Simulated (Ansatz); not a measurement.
**rocksalt-structured GdN**

Level of theory: DFT, PBE, scalar-relativistic, collinear spin; plane waves to 420 eV with PAW datasets (Ansatz 0.2.0), 12×12×12 k-mesh, Gaussian smearing of 0.05 eV; PAW files: Ansatz's generated set soft_2.

```
CELL_PARAMETERS angstrom
0.00000 2.49280 2.49280
2.49280 0.00000 2.49280
2.49280 2.49280 0.00000
ATOMIC_POSITIONS crystal
Gd 0.50000 0.50000 0.50000
N 0.00000 0.00000 0.00000
```

The start was a prototype's sites filled with these elements; the Crystallography Open Database holds the compound in this structure.

Magnetic state: ferromagnetic, site spin moments Gd 6.86; N -0.09 μB.

Task: Which orbitals carry the states at the Fermi level, and how many states are there?

Result: Within 0.1 eV of it: N 2p 68 %, Gd 5d 24 % (shares among the projected shells). The density of states at the Fermi level is about 0.07 states/eV per cell, averaged over 0.3 eV.

Density of states (tetrahedra, averaged over 0.3 eV; states/eV per cell of 2 atoms; energy in eV from the Fermi level):

| E (eV) | DOS |
| --- | --- |
| -4.60 | 0.0 |
| -4.30 | 0.1 |
| -4.00 | 0.7 |
| -3.70 | 2.4 |
| -3.40 | 13.1 |
| -3.10 | 9.4 |
| -2.80 | 1.7 |
| -2.50 | 1.8 |
| -2.20 | 2.9 |
| -1.90 | 3.2 |
| -1.60 | 3.7 |
| -1.30 | 2.5 |
| -1.00 | 1.0 |
| -0.70 | 0.5 |
| -0.40 | 0.2 |
| -0.10 | 0.1 |
| 0.20 | 0.1 |
| 0.50 | 0.2 |
| 0.80 | 0.3 |
| 1.10 | 0.5 |
| 1.40 | 1.4 |
| 1.70 | 4.0 |
| 2.00 | 14.9 |
| 2.30 | 3.2 |
| 2.60 | 1.0 |
| 2.90 | 0.8 |
| 3.20 | 0.8 |
| 3.50 | 0.9 |
| 3.80 | 0.9 |
| 4.10 | 1.0 |

Formal charges Gd³⁺, N³⁻ leave Gd³⁺ with an open 4f⁷ shell. Exchange should fill one spin channel of a half-filled shell and leave an insulator, so a metal points to the functional or the structure. The run still finds no gap: within 0.1 eV of the Fermi level the projected states are 68 % N 2p, 24 % Gd 5d.

Hund's first rule gives Gd³⁺ with 7 f electrons 7 unpaired spins, a spin moment of 7 μB; the run has 6.86 μB on Gd (atomic spheres) and 7.11 f electrons on orthogonalised orbitals. The moment is close to the ion's, so in this run the shell is localised and nearly fully polarised.

Exchange splits the half-filled 4f shell away from the Fermi level; the metal comes from a small overlap of other bands, which can be the functional's gap error. No spin–orbit coupling, a notable omission for heavy elements. The run wasn't fully tested for a lower electronic state. Site moments are of spin, integrated over atomic spheres.
